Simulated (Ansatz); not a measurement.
Nb: equation of state with LDA

Crystal: Nb.

```
Nb
1.0
    -1.66395    1.66395    1.66395
     1.66395   -1.66395    1.66395
     1.66395    1.66395   -1.66395
Nb
1
Direct
  0.00000 0.00000 0.00000
```

```yaml
Program: Ansatz 0.2.0
Task: equation of state
Functional: LDA
Potentials_or_basis: all-electron LAPW, scalar-relativistic
Basis_error_allowed: 0.001 eV/atom
k_mesh: 11 × 11 × 11
Occupations: fermi-dirac, width 0.05 eV
Spin: no spin polarisation
```

```yaml
Equilibrium_volume: "17.19 Å³/atom (rough: see the caveat)"
Bulk_modulus: 187 GPa (rough)
```

Energy against volume, from the lowest point:
| volume (Å³/atom) | energy (meV/atom) |
| --- | --- |
| 17.322 | 0.00 |
| 17.691 | 7.54 |
| 18.060 | 23.18 |
| 18.428 | 46.27 |
| 18.797 | 76.17 |
| 19.165 | 112.28 |
| 19.534 | 154.00 |

All runs of the series together: 32 s on 1 thread of Arm Neoverse V1, with other jobs on the host.

Caveat: the minimum lies outside the volumes run.
